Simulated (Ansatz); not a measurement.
Crystal: Ge, simple cubic type, 1 atom in the cell.

These are results of PBE, plane waves, PAW datasets (generated soft set 1) (Ansatz 0.2.0 development build), not measurements.

Cutoff 420 eV; k-mesh 40×40×40 Γ-centred; Fermi–Dirac smearing of 0.0612 eV; no spin polarisation.

| V (Å³/atom) | a (Å) | E − E(min) (meV/atom) | P (GPa) |
| --- | --- | --- | --- |
| 19.130 | 2.6745 | 7.27 | 3.04 |
| 19.528 | 2.6929 | 1.75 | 1.43 |
| 19.927 | 2.7111 | 0.00 | 0.00 |
| 20.325 | 2.7290 | 1.61 | -1.27 |
| 20.724 | 2.7468 | 6.22 | -2.41 |
| 21.122 | 2.7643 | 13.51 | -3.43 |

(1) Fit a third-order Birch–Murnaghan equation of state to the energies.

Answers

(1) V₀ = 19.928 Å³/atom (a₀ = 2.711 Å), B₀ = 67.5 GPa, B₀′ = 4.69.

The published all-electron PBE values for this crystal (mean of FLEUR and WIEN2k, k-spacing 0.06 Å⁻¹; Bosoni et al., Nat. Rev. Phys. 6, 45 (2024)) are V₀ = 19.942 Å³/atom, B₀ = 67.4 GPa, B₀′ = 4.67.

The stress includes the program's correction for the finite plane-wave basis.

This cubic structure is a model: it isn't the usual form of the substance at ambient conditions, and such phases are metastable or hypothetical.
